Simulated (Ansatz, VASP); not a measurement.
# One calculation of CdS, two programs

The input INCAR:

```
PREC     = Accurate       # precision mode
ENCUT    = 520            # plane-wave cutoff, eV
EDIFF    = 1E-7           # SCF threshold, eV
ISMEAR   = 0              # smearing method
SIGMA    = 0.02           # smearing width, eV
LREAL    = False          # projectors in reciprocal space
LASPH    = True           # aspherical terms in the spheres
NELM     = 100            # most SCF steps
ALGO     = Normal         # electronic algorithm
ISIF     = 2              # what is computed and relaxed
LWAVE    = False          # write WAVECAR
LCHARG   = True           # write CHGCAR
GGA      = PE             # functional
LELF     = True           # ELF
LVHAR    = True         
NBANDS   = 16             # bands
```

KPOINTS

```
regular mesh
0
Gamma
  9 9 6
```

File POSCAR:

```
CdS
1.0
    4.4455077841      0.0068604830      0.0009374573
   -2.2168125395      3.8396654122      0.0000110079
    0.0012769180      0.0007545425      6.1369842164
Cd S
1 1
Direct
   -0.0139530764     -0.0069765382      0.4373852248
    0.6806197464      0.3403098682      0.4396147752
```

Input for Ansatz:

```yaml
crystal:
  lattice:
    - [4.4455077841, 0.006860483, 0.0009374573]
    - [-2.2168125395, 3.8396654122, 1.10079e-05]
    - [0.001276918, 0.0007545425, 6.1369842164]
  atoms:
    - { symbol: Cd, position: [-0.0139530764, -0.0069765382, 0.4373852248] }
    - { symbol: S, position: [0.6806197464, 0.3403098682, 0.4396147752] }
basis:
  ecutwfc: 420
kpoints:
  mp_grid: { grid: [9, 9, 6] }
hamiltonian:
  xc: pbe
scf:
  occupations: { method: gaussian, width: 0.02 }
output:
  forces: true
  stress: true
  eigenvalues: true
```

Alike in both runs: task single point; functional PBE; k mesh 9 × 9 × 6; occupations gaussian, width 0.02 eV; no spin polarisation.

|  | VASP | Ansatz |
| --- | --- | --- |
| version | VASP 6.6.1 | Ansatz 0.2.0 |
| potentials or method | VASP PAW PBE potentials, release 64 (Cd, S) | scalar-relativistic, plane waves, PAW |
| plane-wave cutoff (eV) | 520 | 420 |
| valence electrons in the cell | 18 | 26 |

|  | VASP | Ansatz | Ansatz less VASP |
| --- | --- | --- | --- |
| gap on the k mesh at the Fermi level (eV) | 1.05 | 1.05 | -0.006 |
| least direct gap on the mesh (eV) | 1.11 | 1.11 | 0.000 |
| pressure (GPa) | -2.5 | -2.6 | -0.11 |
| largest component of the traceless stress (GPa) | 2.45 | 2.57 | +0.120 |
| rms of the force components (eV/Å) | 0.231 | 0.223 | -0.0088 |

Atom by atom the forces differ by 0.009 eV/Å (rms over components). The two sets of potentials don't hold the same shells in valence. Ansatz warned: «near_symmetry_operations_not_taken».

Caveats: an odd mesh through Γ misses points on the zone boundary, where band edges often lie.
